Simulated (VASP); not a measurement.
# CaH (Fm-3m) in VASP: further runs, part 2 of 3

VASP 6.6.1.

## (3) Relaxation of the atoms, PBEsol

The input, INCAR:

```
PREC = Accurate ; ENCUT = 520
EDIFF = 1E-6 ; ISMEAR = 0
SIGMA = 0.05 ; LREAL = False
LASPH = True ; NELM = 80
ALGO = Normal ; ISIF = 2
LWAVE = False ; LCHARG = False
GGA = PS ; IBRION = 2
NSW = 40 ; EDIFFG = -0.01
```

The input, KPOINTS:

```
regular mesh
0
Gamma
  9 9 9
```

The input, POSCAR:

```
CaH
1.0
    0.0000000000      2.5728200000      2.5728200000
    2.5728200000      0.0000000000      2.5728200000
    2.5728200000      2.5728200000      0.0000000000
Ca H
1 1
Direct
    0.5000000000      0.5000000000      0.5000000000
    0.0000000000      0.0000000000      0.0000000000
```

Potentials or basis: VASP PAW PBE potentials, release 64 (Ca_sv, H).

On the command line:

```sh
> cat potpaw_PBE.64/Ca_sv/POTCAR potpaw_PBE.64/H/POTCAR > POTCAR
> mpirun -np 1 vasp_std > vasp.out
```

OUTCAR:

```text
PREC = Accurate
   ENCUT = 520
   EDIFF = 1E-6
   ISMEAR = 0
   LREAL = False
   LASPH = True
   NELM = 80
   ISIF = 2
   GGA = PS
   IBRION = 2
   NSW = 40
   EDIFFG = -0.01

 ion  position               nearest neighbor table
   1  0.500  0.500  0.500-
   2  0.000  0.000  0.000-

  LATTYP: Found a face centered cubic cell.
 ALAT       =     5.1456400000

  Lattice vectors:

 A1 = (   0.0000000000,   2.5728200000,   2.5728200000)
 A2 = (   2.5728200000,   0.0000000000,   2.5728200000)
 A3 = (   2.5728200000,   2.5728200000,   0.0000000000)

Analysis of symmetry for initial positions (statically):
=====================================================================
 Subroutine PRICEL returns:
 Original cell was already a primitive cell.

 Routine SETGRP: Setting up the symmetry group for a
 face centered cubic supercell.

 Subroutine GETGRP returns: Found 48 space group operations
 (whereof 48 operations were pure point group operations)
 out of a pool of 48 trial point group operations.

The static configuration has the point symmetry O_h .

Analysis of symmetry for dynamics (positions and initial velocities):
=====================================================================
 Subroutine PRICEL returns:
 Original cell was already a primitive cell.

 Routine SETGRP: Setting up the symmetry group for a
 face centered cubic supercell.

 Subroutine GETGRP returns: Found 48 space group operations
 (whereof 48 operations were pure point group operations)
 out of a pool of 48 trial point group operations.

The dynamic configuration has the point symmetry O_h .

 Subroutine INISYM returns: Found 48 space group operations
 (whereof 48 operations are pure point group operations),
 and found     1 'primitive' translations

----------------------------------------------------------------------------------------

                                     Primitive cell

  volume of cell :      34.0611

  direct lattice vectors                    reciprocal lattice vectors
     0.000000000  2.572820000  2.572820000    -0.194339285  0.194339285  0.194339285
     2.572820000  0.000000000  2.572820000     0.194339285 -0.194339285  0.194339285
     2.572820000  2.572820000  0.000000000     0.194339285  0.194339285 -0.194339285

  length of vectors
     3.638516938  3.638516938  3.638516938     0.336605516  0.336605516  0.336605516

  position of ions in fractional coordinates (direct lattice)
     0.500000000  0.500000000  0.500000000
     0.000000000  0.000000000  0.000000000

  ion indices of the primitive-cell ions
   primitive index   ion index
                 1           1
                 2           2

----------------------------------------------------------------------------------------

 KPOINTS: regular mesh

Automatic generation of k-mesh.
 Grid dimensions read from file:
 generate k-points for:    9    9    9

 Generating k-lattice:

  Cartesian coordinates                     Fractional coordinates (reciprocal lattice)
    -0.021593254  0.021593254  0.021593254     0.111111111  0.000000000  0.000000000
     0.021593254 -0.021593254  0.021593254     0.000000000  0.111111111  0.000000000
     0.021593254  0.021593254 -0.021593254     0.000000000  0.000000000  0.111111111

  Length of vectors
     0.037400613  0.037400613  0.037400613

  Shift w.r.t. Gamma in fractional coordinates (k-lattice)
     0.000000000  0.000000000  0.000000000

 Subroutine IBZKPT returns following result:
 ===========================================

 Found     35 irreducible k-points:

 Following reciprocal coordinates:
            Coordinates               Weight
  0.000000  0.000000  0.000000      1.000000
  0.111111  0.000000  0.000000      8.000000
  0.222222  0.000000  0.000000      8.000000
  0.333333  0.000000  0.000000      8.000000
  0.444444  0.000000  0.000000      8.000000
  0.111111  0.111111  0.000000      6.000000
[... 16 lines left out ...]
 -0.333333  0.333333  0.000000     12.000000
  0.444444  0.444444  0.000000      6.000000
 [... further k-points ...]
   k-points           NKPTS =     35   k-points in BZ     NKDIM =     35   number of bands    NBANDS=      9
   number of dos      NEDOS =    301   number of ions     NIONS =      2
   total plane-waves  NPLWV =  21952
   dimension x,y,z NGX =    28 NGY =   28 NGZ =   28
   dimension x,y,z NGXF=    56 NGYF=   56 NGZF=   56
   ions per type =               1   1
   NGX,Y,Z   is equivalent  to a cutoff of  12.79, 12.79, 12.79 a.u.
   NGXF,Y,Z  is equivalent  to a cutoff of  25.59, 25.59, 25.59 a.u.
 SYSTEM =  unknown system
   PREC   = accura    normal or accurate (medium, high low for compatibility)
   ISTART =      0    job   : 0-new  1-cont  2-samecut
   ICHARG =      2    charge: 1-file 2-atom 10-const
   ISPIN  =      1    spin polarized calculation?
   LNONCOLLINEAR =      F non collinear calculations
   LSORBIT =      F    spin-orbit coupling
   LASPH  =      T    aspherical Exc in radial PAW
   ENCUT  =  520.0 eV  38.22 Ry    6.18 a.u.   6.77  6.77  6.77*2*pi/ulx,y,z
   NELM   =     80;   NELMIN=  2; NELMDL= -5     # of ELM steps
   EDIFF  = 0.1E-05   stopping-criterion for ELM
   LREAL  =      F    real-space projection
   EDIFFG = -.1E-01   stopping-criterion for IOM
   NSW    =     40    number of steps for IOM
   IBRION =      2    ionic relax: 0-MD 1-quasi-New 2-CG
   NFREE  =      1    steps in history (QN), initial steepest desc. (CG)
   ISIF   =      2    stress and relaxation
   ISYM   =      2    0-nonsym 1-usesym 2-fastsym
   POTIM  = 0.5000    time-step for ionic-motion
   TEBEG  =    0.0;   TEEND  =   0.0 temperature during run
   PSTRESS=    0.0 pullay stress
   NELECT =      11.0000    total number of electrons
   NUPDOWN=      -1.0000    fix difference up-down
   EMIN   =  10.00;   EMAX   =-10.00  energy-range for DOS
   EFERMI =   0.00;   METHOD = LEGACY
   ISMEAR =     0;   SIGMA  =   0.05  broadening in eV -4-tet -1-fermi 0-gaus
   EFERMI_NEDOS =   21; number of points for ismear=-14 and -15
   IALGO  =     38    algorithm
   IMIX   =      4    mixing-type and parameters
     AMIX     =   0.40;   BMIX     =  1.00
     AMIX_MAG =   1.60;   BMIX_MAG =  1.00
  volume/ion in A,a.u.               =      17.03       114.93
  Fermi-wavevector in a.u.,A,eV,Ry     =   1.123189  2.122520 17.164490  1.261554
  Thomas-Fermi vector in A             =   2.259854
   LORBIT       =      0    0 simple, 1 ext, 2 COOP (PROOUT), +10 PAW based schemes
   GGA     = PS    functional components
   LHFCALC =     F    Hartree Fock is set to
   AEXX    =    0.0000 exact exchange contribution
   IVDW    =     0    specifies the selected vdW correction
   LEPSILON=     F    determine dielectric tensor
   LRPA    =     F    only Hartree local field effects (RPA)
 conjugate gradient relaxation of ions
 non-spin polarized calculation
 Gauss-broadening in eV      SIGMA  =   0.05
  energy-cutoff  :      520.00
  volume of cell :       34.06
 maximum number of plane-waves:       941
   NGX = 13   NGY = 13   NGZ = 13

 number of electron      11.0000001 magnetization

 Free energy of the ion-electron system (eV)
  ---------------------------------------------------
  ext. energy  EPLUGINS =         0.00000000
  ---------------------------------------------------
  free energy    TOTEN  =        -5.89379417 eV

  energy without entropy =       -5.89023416  energy(sigma->0) =       -5.89201416

 E-fermi :   3.4273     XC(G=0):  -9.0268

 val. band max:        3.4259892669   @ k =  -0.4444   0.3333   0.0000
 cond. band min:       3.4403521201   @ k =   0.4444   0.2222   0.1111
 fundamental gap:      0.0143628531
 Fermi energy:         3.4273219523

 k-point     1 :       0.0000    0.0000    0.0000
  band No.  band energies     occupation
      1     -37.9132      2.00000
      2     -18.8741      2.00000
      3     -18.8741      2.00000
      4     -18.8741      2.00000
      5      -3.5629      2.00000
      6       5.8688      0.00000
      7       5.8688      0.00000
      8       5.8688      0.00000
      9       7.2503      0.00000
[... 265 lines left out ...]
 k-point    24 :       0.4444    0.4444    0.0000
  band No.  band energies     occupation
      1     -37.8628      2.00000
      2     -19.1620      2.00000
      3     -18.9829      2.00000
      4     -18.9829      2.00000
      5      -1.4386      2.00000
      6       3.6672      0.00000
      7       4.2172      0.00000
      8       8.1475      0.00000
      9       8.1804      0.00000

 [... further k-points ...]

------------------------ aborting loop because EDIFF is reached ----------------------------------------

  FORCE on cell =-STRESS in cart. coord.  units (eV):
  Direction    XX          YY          ZZ          XY          YZ          ZX
  --------------------------------------------------------------------------------------
  -------------------------------------------------------------------------------------
  Total       -0.2878192     -0.2878192     -0.2878192      0.0000000      0.0000000     -0.0000000
  in kB      -13.5385479    -13.5385479    -13.5385479      0.0000000      0.0000000     -0.0000000
  external PRESSURE =     -13.5385479 kB  Pullay stress =       0.0000000 kB

 VOLUME and BASIS-vectors are now :
 -----------------------------------------------------------------------------
  energy-cutoff  :      520.00
  volume of cell :       34.06
      direct lattice vectors                 reciprocal lattice vectors
     0.000000000  2.572820000  2.572820000    -0.194339285  0.194339285  0.194339285
     2.572820000  0.000000000  2.572820000     0.194339285 -0.194339285  0.194339285
     2.572820000  2.572820000  0.000000000     0.194339285  0.194339285 -0.194339285

 POSITION                                       TOTAL-FORCE (eV/Angst)
 -----------------------------------------------------------------------------------
      2.57282      2.57282      2.57282        -0.000000     -0.000000     -0.000000
      0.00000      0.00000      0.00000         0.000000      0.000000      0.000000
 -----------------------------------------------------------------------------------
    total drift:                                0.000000      0.000000      0.000000

  FREE ENERGIE OF THE ION-ELECTRON SYSTEM (eV)
  ---------------------------------------------------
  free  energy   TOTEN  =        -5.8937941654 eV

  energy  without entropy=       -5.8902341562  energy(sigma->0) =       -5.89201416

 reached required accuracy - stopping structural energy minimisation
```

OSZICAR:

```text
N       E                     dE             d eps       ncg     rms          rms(c)
DAV:   1     0.559066542274E+02    0.55907E+02   -0.55687E+03   630   0.104E+03
DAV:   2    -0.357805038776E+01   -0.59485E+02   -0.59104E+02   644   0.235E+02
DAV:   3    -0.603897861272E+01   -0.24609E+01   -0.23450E+01  1178   0.457E+01
DAV:   4    -0.609080048733E+01   -0.51822E-01   -0.51801E-01   775   0.502E+00
DAV:   5    -0.609150057391E+01   -0.70009E-03   -0.69958E-03  1120   0.429E-01    0.352E+00
DAV:   6    -0.593688432258E+01    0.15462E+00   -0.18214E-01   722   0.228E+00    0.192E+00
DAV:   7    -0.589272387339E+01    0.44160E-01   -0.18141E-01   694   0.256E+00    0.376E-01
DAV:   8    -0.589396286902E+01   -0.12390E-02   -0.25676E-02   896   0.948E-01    0.105E-01
DAV:   9    -0.589376826164E+01    0.19461E-03   -0.71551E-04   864   0.190E-01    0.559E-02
DAV:  10    -0.589380953046E+01   -0.41269E-04   -0.53021E-05   866   0.726E-02    0.219E-02
DAV:  11    -0.589379415919E+01    0.15371E-04   -0.68815E-05   742   0.380E-02    0.492E-03
DAV:  12    -0.589379416539E+01   -0.62089E-08   -0.35003E-06   928   0.141E-02
   1 F= -.58937942E+01 E0= -.58920142E+01  d E =-.589379E+01
```

It took 20 s on 1 thread of Intel Xeon Platinum 8259CL at 2.50GHz (Skylake/Cascade Lake), shared host; peak memory 0.16 GiB.

What came out:

| Item | Value |
| --- | --- |
| Free energy | -5.8938 eV |
| Pressure after relaxing | -1.4 GPa |
| Band gap on the k mesh | none (metal or under the smearing width) |

Final structure:
```
Ca H
1.0
     0.00000    2.57282    2.57282
     2.57282    0.00000    2.57282
     2.57282    2.57282    0.00000
Ca H
1 1
Direct
  0.50000 0.50000 0.50000
  0.00000 0.00000 0.00000
```

Caveat: the relaxation stopped at its first step, so nothing moved; the PAW data sets were made with another functional, which shifts forces and pressure a little.

## (4) Single point, HSE06+TS

The input, run.py:

```python
from ase.calculators.vasp import Vasp
from ase.dft.bandgap import bandgap
from ase.io import read

atoms = read('CaH.cif')
calc = Vasp(
    directory='calc',
    xc='hse06',
    pp='PBE',
    setups='recommended',
    prec='Normal',
    encut=600,
    ediff=1e-07,
    ismear=0,
    sigma=0.1,
    lreal=False,
    lasph=True,
    nelm=60,
    algo='Normal',
    isif=2,
    lwave=False,
    lcharg=True,
    precfock='Fast',
    ivdw=2,
    lelf=True,
    lvhar=True,
    kpts=[5, 5, 5],
    gamma=True,
)
atoms.calc = calc

print('energy (eV):', atoms.get_potential_energy())
print('free energy (eV):', atoms.get_potential_energy(force_consistent=True))
print('forces (eV/A):')
print(atoms.get_forces())
print('stress (eV/A^3, Voigt):', atoms.get_stress())
print('Fermi level (eV):', calc.get_fermi_level())
gap, top, bottom = bandgap(calc)
print('band gap (eV):', gap, 'from (spin, k, band)', top, 'to', bottom)
```

The input, CaH.cif:

```cif
data_CaH
_cell_length_a 3.63851694
_cell_length_b 3.63851694
_cell_length_c 3.63851694
_cell_angle_alpha 60.00000000
_cell_angle_beta 60.00000000
_cell_angle_gamma 60.00000000
_space_group_name_H-M_alt 'P1'
_space_group_name_Hall 'P 1'
_space_group_IT_number 1
loop_
_space_group_symop_operation_xyz
'x,y,z'
loop_
_atom_site_label
_atom_site_type_symbol
_atom_site_symmetry_multiplicity
_atom_site_Wyckoff_symbol
_atom_site_fract_x
_atom_site_fract_y
_atom_site_fract_z
_atom_site_occupancy
Ca1 Ca 1 a 0.5000000000 0.5000000000 0.5000000000 1
H1 H 1 a 0.0000000000 0.0000000000 0.0000000000 1
```

Potentials or basis: VASP PAW PBE potentials, release 64 (Ca_sv, H).

On the command line:

```sh
> python run.py
```

The program printed:

```text
energy (eV): -6.69460542
free energy (eV): -6.70004245
forces (eV/A):
[[ 0.  0.  0.]
 [-0. -0.  0.]]
stress (eV/A^3, Voigt): [0.02905817 0.02905817 0.02905817 0.         0.         0.        ]
Fermi level (eV): 3.9738086
band gap (eV): 0.0 from (spin, k, band) (None, None, None) to (None, None, None)
```

OUTCAR:

```text
ENCUT = 600.000000
   HFSCREEN = 0.200000
   EDIFF = 1.00e-07
   GGA = PE
   PREC = Normal
   PRECFOCK = Fast
   ISIF = 2
   ISMEAR = 0
   NELM = 60
   IVDW = 2
   LASPH = .TRUE.
   LHFCALC = .TRUE.
   LREAL = .FALSE.
  IVDW =   2

[... 326 lines left out ...]
  Total      -0.98975    -0.98975    -0.98975    -0.00000    -0.00000    -0.00000
  in kB     -46.55632   -46.55632   -46.55632    -0.00000    -0.00000    -0.00000
  external pressure =      -46.56 kB  Pullay stress =        0.00 kB

 VOLUME and BASIS-vectors are now :
 -----------------------------------------------------------------------------
  energy-cutoff  :      600.00
  volume of cell :       34.06
      direct lattice vectors                 reciprocal lattice vectors
     3.638516940  0.000000000  0.000000000     0.274837253 -0.158677362 -0.112201839
     1.819258470  3.151048102  0.000000000     0.000000000  0.317354724 -0.112201839
     1.819258470  1.050349367  2.970836641     0.000000000  0.000000000  0.336605516

 POSITION                                       TOTAL-FORCE (eV/Angst)
 -----------------------------------------------------------------------------------
      3.63852      2.10070      1.48542         0.000000      0.000000      0.000000
      0.00000      0.00000      0.00000        -0.000000     -0.000000      0.000000
 -----------------------------------------------------------------------------------
    total drift:                                0.000000      0.000001     -0.000001

  FREE ENERGIE OF THE ION-ELECTRON SYSTEM (eV)
  ---------------------------------------------------
  free  energy   TOTEN  =        -6.7000424499 eV

  energy  without entropy=       -6.6891683817  energy(sigma->0) =       -6.69460542
```

INCAR:

```text
ENCUT = 600.000000
HFSCREEN = 0.200000
SIGMA = 0.100000
EDIFF = 1.00e-07
ALGO = Normal
GGA = PE
PREC = Normal
PRECFOCK = Fast
ISIF = 2
ISMEAR = 0
NELM = 60
IVDW = 2
LASPH = .TRUE.
LCHARG = .TRUE.
LELF = .TRUE.
LHFCALC = .TRUE.
LVHAR = .TRUE.
LWAVE = .FALSE.
LREAL = .FALSE.
```

Run time: 7.2 min. Hardware: 1 thread of Intel Xeon Platinum 8259CL at 2.50GHz (Skylake/Cascade Lake), shared host; peak memory 0.25 GiB.

Results:

* Free energy: -6.7000 eV
* Pressure: -4.7 GPa
* Band gap on the k mesh: none (metal or under the smearing width)
* Hirshfeld charges: Ca +0.14; H -0.14 e
* Dispersion energy per atom: -0.389 eV

Levels at points of the mesh, in eV from the Fermi level:
| k point | band 1 | band 2 | band 3 | band 4 | band 5 | band 6 | band 7 | band 8 | band 9 |
| --- | --- | --- | --- | --- | --- | --- | --- | --- | --- |
| (0.00, 0.00, 0.00) | -45.60 | -25.00 | -25.00 | -25.00 | -8.53 | 2.91 | 2.91 | 2.91 | 4.52 |

Caveat: the k mesh is coarse (spacing up to 0.42 Å⁻¹), so the values aren't converged, least of all with exact exchange; atom-pairwise D2, TS and ULG terms overbind metals; the PAW data sets were made with another functional, which shifts forces and pressure a little; pairwise dispersion overbinds metals, which lowers pressure and volume.

(Continued in part 3 of 3.)
